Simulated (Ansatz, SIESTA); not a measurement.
One calculation of AlN, 3 ways

```
CELL_PARAMETERS angstrom
3.11300 0.00000 0.00000
-1.55650 2.69594 0.00000
0.00000 0.00000 4.98100
ATOMIC_POSITIONS crystal
Al 0.66667 0.33333 0.50000
Al 0.33333 0.66667 0.00000
N 0.66667 0.33333 0.88000
N 0.33333 0.66667 0.38000
```

Alike in all runs: task band structure; functional BLYP; k mesh 10 × 10 × 6; occupations fermi-dirac, width 0.05 eV; no spin polarisation; no spin-orbit coupling. Pressure is positive in compression and, in plane waves, holds the error of the finite cutoff, which Ansatz's Pulay term estimates and takes out. Gaps are the smaller of the mesh's and the band path's.

```
                                                                               program and potentials  plane-wave cutoff (eV)                                                                                   notes  band gap (eV)  pressure (GPa)  largest force (eV/Å)
                                                                                   Ansatz, Ansatz PAW                     420  potentials made for PBE, which Ansatz adapts in part; Pulay term of +0.62 GPa included           4.51            6.59                 0.113
                          SIESTA, files PseudoDojo sr-pbe-0.4.1-standard, DZP (energy shift 0.003 Ry)                       -                                                   atomic basis; potentials made for PBE           4.66            9.68                 0.123
SIESTA, files PseudoDojo sr-pbe-0.4.1-standard, DZP (energy shift 0.002 Ry; radii capped at 9.5 bohr)                       -                                                   atomic basis; potentials made for PBE           4.68           10.11                 0.129
```

Force on atom 3 (N), eV/Å:

```
                                                                               program and potentials      x      y      z
                                                                                   Ansatz, Ansatz PAW  0.000  0.000  0.113
                          SIESTA, files PseudoDojo sr-pbe-0.4.1-standard, DZP (energy shift 0.003 Ry)  0.000  0.000  0.123
SIESTA, files PseudoDojo sr-pbe-0.4.1-standard, DZP (energy shift 0.002 Ry; radii capped at 9.5 bohr)  0.000  0.000  0.129
```

The band gap spans 4.51 (Ansatz, Ansatz PAW) to 4.68 eV (SIESTA, files PseudoDojo sr-pbe-0.4.1-standard, DZP (energy shift 0.002 Ry; radii capped at 9.5 bohr)). The pressure spans 6.59 (Ansatz, Ansatz PAW) to 10.11 GPa (SIESTA, files PseudoDojo sr-pbe-0.4.1-standard, DZP (energy shift 0.002 Ry; radii capped at 9.5 bohr)). Some sets were made for another functional than the one run, which can shift their rows. Rows in atomic bases carry the error of their basis and grid, which can be large.

The functional is the same throughout but for its coding, so the spread measures potentials, basis and numerics; runs on potential files found faulty are left out.
